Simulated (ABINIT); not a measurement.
Runs of ABINIT 10.8.3 (patched build) on MoS2. The structure is trigonal, space group P-3m1 (No. 164). The conventional cell has a = 3.227 Å, b = 3.227 Å, c = 6.312 Å, α = 90.00°, β = 90.00°, γ = 120.00°. Around Mo (site symmetry -3m) lie 6 S at 2.42 Å. S (site symmetry 3m) has 3 Mo at 2.42 Å as nearest neighbours. Measurements of this composition are mostly on another form, of space group No. 194.

```csv
potentials or basis,cutoff (eV),fine-grid cutoff,gap on the mesh (eV),pressure (GPa),largest force (eV/Å)
JTH PAW PBE v2.0,653,1251.72 eV,none,0.5,0.14
"Ansatz PAW PBE default generated set, frozen core",490,979.61 eV,none,-0.1,0.07
SG15 NC PBE v1.2,980,-,none,-0.1,0.09
Ansatz NC r2SCAN,1306,-,none,0.0,0.08
PseudoDojo NC SR PBE v0.4.1 standard,1306,-,none,(a),(b)
```

Alike in all rows: task single point; level r2SCAN; no spin polarisation; cell as given; k mesh 9 × 9 × 4; smearing fermi-dirac 0.05 eV.

Problem. Fill in the values left out.

Solution. (a) -0.4; (b) 0.04.

Caveats: the PAW data sets were made with another functional, which shifts forces and pressure a little (some runs); the potentials were made for another functional, which shifts forces and pressure (some runs); the atomic spheres overlap (some runs); a meta-GGA on potentials with a model core is unreliable (some runs).

A k mesh can miss the band edges, and the runs leave out spin-orbit coupling on Mo.

A gap of «none» marks a metal or a gap under the smearing width.
